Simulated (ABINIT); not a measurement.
# AlN (F-43m) in ABINIT: further runs

Aim: see how the results for AlN move with the level of theory and the settings. Levels: rSCAN, PBE, BP86+D3(BJ), PW91, LDA-VWN. Tasks: band structure, equation of state.

Program: ABINIT 10.8.3 (patched build). These are calculated values, not measurements. Logs are shortened: lines on timing, memory, paths and dates and some standing lists are left out, and cuts for length are marked. The log counts tension as positive stress, the text compression.

### Step 1. The structure

The structure is cubic, space group F-43m (No. 216). Conventional cell: a = 4.368 Å, b = 4.368 Å, c = 4.368 Å, α = 90.00°, β = 90.00°, γ = 90.00°. Around Al (site symmetry -43m) lie 4 N at 1.89 Å. Around N (site symmetry -43m) lie 4 Al at 1.89 Å.

Measurements of this composition are mostly on another form, of space group No. 186.

### Step 2. Band structure, rSCAN

run.abi

```
# Datasets: ground state, then fixed potential
ndtset 2

# Pseudopotentials
pp_dirpath "./"
pseudos "Al.GGA_PBE-JTH.xml, N.GGA_PBE-JTH.xml"

# Structure
acell 3.0886333121 3.0886333121 3.0886333121 Angstrom
rprim
     0.0000000000     0.7071067812     0.7071067812
     0.7071067812     0.0000000000     0.7071067812
     0.7071067812     0.7071067812     0.0000000000
ntypat 2
znucl 13 7
natom 2
typat 1 2
xred
     0.0000000000     0.0000000000     0.0000000000
     0.2500000000     0.2500000000     0.2500000000

# Plane-wave basis
ecut 30.0
pawecutdg 52.0

# Exchange and correlation
ixc -493494
usekden 1
pawxcdev 0

# Bands and occupations
occopt 3
tsmear 0.00183747

# SCF cycle
nstep 100

# Output
iomode 3
prtwf 0
prteig 0
prtebands 0
prtden1 1
prtkden1 1
prtvha1 1
prtvclmb1 1
prtpot1 1

# Dataset 1
kptopt1 1
ngkpt1 10 10 10
nshiftk1 1
shiftk1 0.0 0.0 0.0
nband1 8
tolvrs1 1.0e-7

# Dataset 2: bands along G-X-W-K-G-L-U-W-L-K
iscf2 -2
getden2 1
getkden2 1
nband2 12
nbdbuf2 2
tolwfr2 1.0e-12
kptopt2 -9
ndivsm2 8
prteig2 1
kptbounds2
     0.0000000000     0.0000000000     0.0000000000
     0.5000000000     0.0000000000     0.5000000000
     0.5000000000     0.2500000000     0.7500000000
     0.3750000000     0.3750000000     0.7500000000
     0.0000000000     0.0000000000     0.0000000000
     0.5000000000     0.5000000000     0.5000000000
     0.6250000000     0.2500000000     0.6250000000
     0.5000000000     0.2500000000     0.7500000000
     0.5000000000     0.5000000000     0.5000000000
     0.3750000000     0.3750000000     0.7500000000
```

Potentials or basis: JTH PAW PBE v2.0.

On the command line:

```bash
> abinit run.abi > log 2>&1
```

run.abo:

```text
.Version 10.8.3 of ABINIT
 DATASET    1 : space group F-4 3 m (#216); Bravais cF (face-center cubic)
================================================================================
 Values of the parameters that define the memory need for DATASET  1.
     intxc =       0    ionmov =       0      iscf =      17    lmnmax =       8
     lnmax =       4     mgfft =      30  mpssoang =       2    mqgrid =    3001
     natom =       2  nloc_mem =       2    nspden =       1   nspinor =       1
    nsppol =       1      nsym =      24    n1xccc =       1    ntypat =       2
    occopt =       3   xclevel =       2
       mpw =        1117          nfft =       27000          nkpt =          47
 PAW method is used; the additional fine FFT grid is defined by:
   mgfftf=        40    nfftf =     64000
================================================================================
================================================================================

 DATASET    2 : space group F-4 3 m (#216); Bravais cF (face-center cubic)
================================================================================
 Values of the parameters that define the memory need for DATASET  2.
     intxc =       0    ionmov =       0      iscf =      -2    lmnmax =       8
     lnmax =       4     mgfft =      30  mpssoang =       2    mqgrid =    3001
     natom =       2  nloc_mem =       2    nspden =       1   nspinor =       1
    nsppol =       1      nsym =      24    n1xccc =       1    ntypat =       2
    occopt =       3   xclevel =       2
       mpw =        1124          nfft =       27000          nkpt =         139
 PAW method is used; the additional fine FFT grid is defined by:
   mgfftf=        40    nfftf =     64000
================================================================================
================================================================================

--------------------------------------------------------------------------------
------------- Echo of variables that govern the present computation ------------
--------------------------------------------------------------------------------
 -outvars: echo values of preprocessed input variables --------
            acell      5.8366710632E+00  5.8366710632E+00  5.8366710632E+00 Bohr
              amu      2.69815390E+01  1.40067400E+01
             ecut      3.00000000E+01 Hartree
           getden1          0
           getden2          1
          getkden1          0
          getkden2          1
             iscf1         17
             iscf2         -2
                       outvar_i_n : Printing only first  50 k-points.
              ixc     -493494
           jdtset        1    2
                       outvar_i_n : Printing only first  50 k-points.
           kptopt1          1
           kptopt2         -9
         kptrlatt       10    0    0      0   10    0      0    0   10
          kptrlen1     5.83667106E+01
          kptrlen2     3.00000000E+01
            natom           2
            nband1          8
            nband2         12
           nbdbuf1          0
           nbdbuf2          2
           ndtset           2
           ndivsm1          0
           ndivsm2          8
            ngfft          30      30      30
          ngfftdg          40      40      40
             nkpt1         47
             nkpt2        139
            nstep         100
             nsym          24
           ntypat           2
           occopt           3
        pawecutdg      5.20000000E+01 Hartree
         pawxcdev           0
        prtebands           0
           prteig1          0
           prteig2          1
          prtkden           1
           prtpot1          1
           prtpot2          0
         prtvclmb1          1
         prtvclmb2          0
           prtvha1          1
           prtvha2          0
            prtwf           0
            rprim      0.0000000000E+00  7.0710678120E-01  7.0710678120E-01
                       7.0710678120E-01  0.0000000000E+00  7.0710678120E-01
                       7.0710678120E-01  7.0710678120E-01  0.0000000000E+00
           shiftk1     0.00000000E+00  0.00000000E+00  0.00000000E+00
           shiftk2     5.00000000E-01  5.00000000E-01  5.00000000E-01
          spgroup         216
           tolvrs1     1.00000000E-07
           tolvrs2     0.00000000E+00
[... 238 lines left out ...]
 Real(R)+Recip(G) space primitive vectors, cartesian coordinates (Bohr,Bohr^-1):
 R(1)=  0.0000000  4.1271497  4.1271497  G(1)= -0.1211490  0.1211490  0.1211490
 R(2)=  4.1271497  0.0000000  4.1271497  G(2)=  0.1211490 -0.1211490  0.1211490
 R(3)=  4.1271497  4.1271497  0.0000000  G(3)=  0.1211490  0.1211490 -0.1211490
 Unit cell volume ucvol=  1.4059849E+02 bohr^3
 Angles (23,13,12)=  6.00000000E+01  6.00000000E+01  6.00000000E+01 degrees

 Coarse grid specifications (used for wave-functions):

 getcut: wavevector=  0.0000  0.0000  0.0000  ngfft=  30  30  30
         ecut(hartree)=     30.000   => boxcut(ratio)=   2.08695

 Fine grid specifications (used for densities):

 getcut: wavevector=  0.0000  0.0000  0.0000  ngfft=  40  40  40
         ecut(hartree)=     52.000   => boxcut(ratio)=   2.11119
--------------------------------------------------------------------------------

================================================================================
 Non-SCF case, kpt    1 (  0.00000  0.00000  0.00000), residuals and eigenvalues=
  3.35E-13  8.79E-14  2.48E-13  2.82E-13  1.91E-13  4.34E-13  4.34E-14  5.80E-13
  3.21E-13  5.77E-13  8.76E-13  8.24E-13
 -3.3080E-01  2.4895E-01  2.4895E-01  2.4895E-01  4.2457E-01  7.4150E-01
  7.4150E-01  7.4150E-01  9.3701E-01  9.3701E-01  9.9589E-01  9.9589E-01
 Non-SCF case, kpt    2 (  0.02174  0.00000  0.02174), residuals and eigenvalues=
  1.46E-13  3.19E-13  3.47E-13  3.83E-13  8.38E-13  1.27E-13  2.58E-13  2.45E-13
  2.29E-13  5.54E-13  3.45E-13  1.14E-04
 -3.3045E-01  2.4729E-01  2.4856E-01  2.4856E-01  4.2641E-01  7.4028E-01
  7.4205E-01  7.4205E-01  9.2458E-01  9.3757E-01  9.9701E-01  9.9931E-01
 Non-SCF case, kpt    3 (  0.04348  0.00000  0.04348), residuals and eigenvalues=
[... 670 lines left out ...]
  6.48E-13  3.17E-13  2.85E-13  2.09E-13  1.28E-13  1.65E-13  6.00E-13  1.17E-13
  1.11E-13  9.52E-13  7.03E-08  2.78E-06
 -2.3606E-01  8.4813E-02  1.1712E-01  2.0125E-01  4.7889E-01  6.5441E-01
  7.5617E-01  7.9074E-01  8.5949E-01  1.0066E+00  1.2004E+00  1.2288E+00
 Non-SCF case, kpt  138 (  0.38393  0.38393  0.73214), residuals and eigenvalues=
  1.51E-13  1.78E-13  2.15E-13  2.81E-13  4.82E-13  4.02E-13  2.18E-13  3.84E-13
  8.84E-13  5.59E-13  7.46E-07  1.26E-05
 -2.3463E-01  9.0125E-02  1.1134E-01  1.9870E-01  4.6990E-01  6.5406E-01
  7.6285E-01  7.9973E-01  8.5189E-01  1.0152E+00  1.2041E+00  1.2507E+00
 Non-SCF case, kpt  139 (  0.37500  0.37500  0.75000), residuals and eigenvalues=
  1.76E-13  3.89E-13  7.12E-13  2.25E-13  4.81E-13  1.86E-13  7.09E-13  1.54E-13
  7.10E-13  3.48E-13  1.36E-08  3.38E-05
 -2.3378E-01  8.9824E-02  1.1292E-01  1.9648E-01  4.6214E-01  6.5167E-01
  7.6816E-01  8.0716E-01  8.4737E-01  1.0266E+00  1.2034E+00  1.2687E+00

Result for kinetic energy density :

--------------------------------------------------------------------------------
 Total kinetic energy density [Ha/Bohr^3]
)     Maximum=    2.7618E+00  at reduced coord.    0.2500    0.2500    0.2500
)     Minimum=    4.1230E-03  at reduced coord.    0.7500    0.7500    0.7500
   Integrated=    7.0230E+00
--------------------------------------------------------------------------------

--- !ResultsGS
iteration_state: {dtset: 2, }
comment   : Summary of ground state results
lattice_vectors:
- [  0.0000000,   4.1271497,   4.1271497, ]
- [  4.1271497,   0.0000000,   4.1271497, ]
- [  4.1271497,   4.1271497,   0.0000000, ]
lattice_lengths: [   5.83667,    5.83667,    5.83667, ]
lattice_angles: [ 60.000,  60.000,  60.000, ] # degrees, (23, 13, 12)
lattice_volume:   1.4059849E+02
convergence: {deltae:  0.000E+00, res2:  0.000E+00, residm:  9.998E-13, diffor:  0.000E+00, }
etotal    :  -1.12326786E+01
entropy   :   0.00000000E+00
fermie    :   3.10877626E-01
cartesian_stress_tensor: null
pressure_GPa: null
xred      :
- [  0.0000E+00,   0.0000E+00,   0.0000E+00, Al]
- [  2.5000E-01,   2.5000E-01,   2.5000E-01,  N]
cartesian_forces: null
force_length_stats: {min: null, max: null, mean: null, }
...

 Integrated electronic density in atomic spheres:
 ------------------------------------------------
 Atom  Sphere_radius  Integrated_density
    1        1.90363          0.88377451
    2        1.20497          2.64754440

================================================================================

 ----iterations are completed or convergence reached----

 Mean square residual over all n,k,spin=   39.094E-14; max=  99.981E-14
 reduced coordinates (array xred) for    2 atoms
       0.000000000000      0.000000000000      0.000000000000
       0.250000000000      0.250000000000      0.250000000000

 cartesian coordinates (angstrom) at end:
    1      0.00000000000000     0.00000000000000     0.00000000000000
    2      1.09199677981306     1.09199677981306     1.09199677981306
 length scales=  5.836671063224  5.836671063224  5.836671063224 bohr
              =  3.088633312100  3.088633312100  3.088633312100 angstroms
 Eigenvalues (hartree) for nkpt= 139  k points:
 kpt#   1, nband= 12, wtk=  1.00000, kpt=  0.0000  0.0000  0.0000 (reduced coord)
  -0.33080    0.24895    0.24895    0.24895    0.42457    0.74150    0.74150    0.74150
   0.93701    0.93701    0.99589    0.99589
 kpt#   2, nband= 12, wtk=  1.00000, kpt=  0.0217  0.0000  0.0217 (reduced coord)
  -0.33045    0.24729    0.24856    0.24856    0.42641    0.74028    0.74205    0.74205
   0.92458    0.93757    0.99701    0.99931
 kpt#   3, nband= 12, wtk=  1.00000, kpt=  0.0435  0.0000  0.0435 (reduced coord)
  -0.32942    0.24254    0.24740    0.24740    0.43169    0.73673    0.74371    0.74371
   0.89912    0.93923    1.00036    1.00037
 kpt#   4, nband= 12, wtk=  1.00000, kpt=  0.0652  0.0000  0.0652 (reduced coord)
  -0.32771    0.23525    0.24550    0.24550    0.43975    0.73111    0.74642    0.74642
   0.87019    0.94199    1.00594    1.00594
 kpt#   5, nband= 12, wtk=  1.00000, kpt=  0.0870  0.0000  0.0870 (reduced coord)
  -0.32533    0.22610    0.24293    0.24293    0.44974    0.72382    0.75014    0.75014
   0.84072    0.94586    1.01371    1.01371
 kpt#   6, nband= 12, wtk=  1.00000, kpt=  0.1087  0.0000  0.1087 (reduced coord)
  -0.32230    0.21568    0.23977    0.23977    0.46078    0.71529    0.75477    0.75477
[... 386 lines left out ...]
  -0.24009    0.07004    0.13755    0.20716    0.50036    0.64618    0.74454    0.76898
   0.88152    0.99823    1.15752    1.20812
 kpt# 136, nband= 12, wtk=  1.00000, kpt=  0.4018  0.4018  0.6964 (reduced coord)
  -0.23792    0.07752    0.12651    0.20410    0.48906    0.65194    0.74970    0.78037
   0.86955    1.00101    1.18451    1.21404
 kpt# 137, nband= 12, wtk=  1.00000, kpt=  0.3929  0.3929  0.7143 (reduced coord)
  -0.23606    0.08481    0.11712    0.20125    0.47889    0.65441    0.75617    0.79074
   0.85949    1.00661    1.20039    1.22875
 kpt# 138, nband= 12, wtk=  1.00000, kpt=  0.3839  0.3839  0.7321 (reduced coord)
  -0.23463    0.09012    0.11134    0.19870    0.46990    0.65406    0.76285    0.79973
   0.85189    1.01518    1.20409    1.25072
 kpt# 139, nband= 12, wtk=  1.00000, kpt=  0.3750  0.3750  0.7500 (reduced coord)
  -0.23378    0.08982    0.11292    0.19648    0.46214    0.65167    0.76816    0.80716
   0.84737    1.02661    1.20341    1.26866

== END DATASET(S) ==============================================================
================================================================================

 -outvars: echo values of variables after computation  --------
            acell      5.8366710632E+00  5.8366710632E+00  5.8366710632E+00 Bohr
           etotal1    -1.1232678609E+01
            fcart1     3.2621123856E-29  3.2621123856E-29 -9.7863371567E-29
                      -3.2621123856E-29 -3.2621123856E-29  9.7863371567E-29
            rprim      0.0000000000E+00  7.0710678120E-01  7.0710678120E-01
                       7.0710678120E-01  0.0000000000E+00  7.0710678120E-01
                       7.0710678120E-01  7.0710678120E-01  0.0000000000E+00
           strten1    -9.4682836362E-05 -9.4682836362E-05 -9.4682836362E-05
                       0.0000000000E+00  0.0000000000E+00  0.0000000000E+00
           xangst      0.0000000000E+00  0.0000000000E+00  0.0000000000E+00
                       1.0919967798E+00  1.0919967798E+00  1.0919967798E+00
             xred      0.0000000000E+00  0.0000000000E+00  0.0000000000E+00
                       2.5000000000E-01  2.5000000000E-01  2.5000000000E-01
 Calculation completed.
```

Run time: 2.4 min. Hardware: 1 thread of Arm Neoverse V1, shared host; peak memory 0.14 GiB.

What came out:

* Free energy: -305.6568 eV
* Pressure: 2.8 GPa
* Band gap on the k mesh: 3.90 eV, indirect (least direct gap 4.78 eV)
* Band gap along the path: 3.90 eV, indirect (least direct gap 4.78 eV)
* Valence electrons inside the program's atomic spheres: Al 0.88; N 2.65

Levels at the corners of the path, in eV from the valence-band top:
```
point  band 1  band 2  band 3  band 4  band 5  band 6  band 7  band 8  band 9
    Γ  -15.78    0.00    0.00    0.00    4.78   13.40   13.40   13.40   18.72
    X  -13.12   -4.99   -1.85   -1.85    3.90    9.41   15.08   16.92   16.92
    W  -13.06   -3.84   -3.53   -2.73    6.70   12.33   12.84   13.16   18.44
    K  -13.14   -4.33   -3.70   -1.43    5.80   10.96   14.13   15.19   16.28
    Γ  -15.78    0.00    0.00    0.00    4.78   13.40   13.40   13.40   18.72
    L  -13.75   -5.96   -0.51   -0.51    8.11   10.76   11.95   11.95   19.26
    U  -13.14   -4.33   -3.70   -1.43    5.80   10.96   14.13   15.19   16.28
    W  -13.06   -3.84   -3.53   -2.73    6.70   12.33   12.84   13.16   18.44
    L  -13.75   -5.96   -0.51   -0.51    8.11   10.76   11.95   11.95   19.26
    K  -13.14   -4.33   -3.70   -1.43    5.80   10.96   14.13   15.19   16.28
```

Caveat: totals of a meta-GGA on PAW files have another zero than those of a GGA; the PAW data sets were made with another functional, which shifts forces and pressure a little.

### Step 3. Band structure, PBE

run.abi

```
# Datasets: ground state, then fixed potential
ndtset 2

# Pseudopotentials
pp_dirpath "./"
pseudos "Al.upf, N.upf"

# Structure
acell 3*1.0 Angstrom
rprim
     0.0000000000     2.1839935596     2.1839935596
     2.1839935596     0.0000000000     2.1839935596
     2.1839935596     2.1839935596     0.0000000000
ntypat 2
znucl 13 7
natom 2
typat 1 2
xcart
     0.0000000000     0.0000000000     0.0000000000
     1.0919967798     1.0919967798     1.0919967798 Angstrom

# Plane-wave basis
ecut 42.0

# Exchange and correlation
ixc 11

# Bands and occupations
occopt 3
tsmear 0.05 eV

# SCF cycle
nstep 100

# Output
iomode 3
prtwf 0
prteig 0
prtebands 0
enunit 1
prtden1 1
prtvha1 1
prtvclmb1 1
prtpot1 1
prtelf1 1

# Dataset 1
kptopt1 1
ngkpt1 10 10 10
nshiftk1 1
shiftk1 0.0 0.0 0.0
nband1 8
tolvrs1 1.0e-10

# Dataset 2: bands along G-X-W-K-G-L-U-W-L-K
iscf2 -2
getden2 1
nband2 12
nbdbuf2 2
tolwfr2 1.0e-12
kptopt2 -9
ndivsm2 8
prteig2 1
prtvol2 -3
kptbounds2
     0.0000000000     0.0000000000     0.0000000000
     0.5000000000     0.0000000000     0.5000000000
     0.5000000000     0.2500000000     0.7500000000
     0.3750000000     0.3750000000     0.7500000000
     0.0000000000     0.0000000000     0.0000000000
     0.5000000000     0.5000000000     0.5000000000
     0.6250000000     0.2500000000     0.6250000000
     0.5000000000     0.2500000000     0.7500000000
     0.5000000000     0.5000000000     0.5000000000
     0.3750000000     0.3750000000     0.7500000000
```

Potentials or basis: PseudoDojo NC SR PBE v0.5 standard.

On the command line:

```bash
> abinit run.abi > log 2>&1
```

It took 73 s on 1 thread of Arm Neoverse V1, shared host; peak memory 0.11 GiB.

The run converged. Its results:

- Free energy: -348.1033 eV
- Pressure: 4.5 GPa
- Band gap on the k mesh: 3.32 eV, indirect (least direct gap 4.19 eV)
- Band gap along the path: 3.32 eV, indirect (least direct gap 4.19 eV)
- Valence electrons inside the program's atomic spheres: Al 1.10; N 5.38

Levels at the corners of the path, in eV from the valence-band top:
| point | band 1 | band 2 | band 3 | band 4 | band 5 | band 6 | band 7 | band 8 |
| --- | --- | --- | --- | --- | --- | --- | --- | --- |
| Γ | -14.97 | 0.00 | 0.00 | 0.00 | 4.19 | 12.59 | 12.59 | 12.59 |
| X | -12.28 | -4.90 | -1.78 | -1.78 | 3.32 | 8.65 | 13.92 | 15.70 |
| W | -12.23 | -3.77 | -3.44 | -2.70 | 6.05 | 11.45 | 11.98 | 12.16 |
| K | -12.30 | -4.25 | -3.63 | -1.37 | 5.17 | 10.12 | 13.05 | 14.17 |
| Γ | -14.97 | 0.00 | 0.00 | 0.00 | 4.19 | 12.59 | 12.59 | 12.59 |
| L | -12.92 | -5.86 | -0.48 | -0.48 | 7.39 | 9.84 | 11.17 | 11.17 |
| U | -12.30 | -4.25 | -3.63 | -1.37 | 5.17 | 10.12 | 13.05 | 14.17 |
| W | -12.23 | -3.77 | -3.44 | -2.70 | 6.05 | 11.45 | 11.98 | 12.16 |
| L | -12.92 | -5.86 | -0.48 | -0.48 | 7.39 | 9.84 | 11.17 | 11.17 |
| K | -12.30 | -4.25 | -3.63 | -1.37 | 5.17 | 10.12 | 13.05 | 14.17 |

(Part 1 of 2 ends here.)
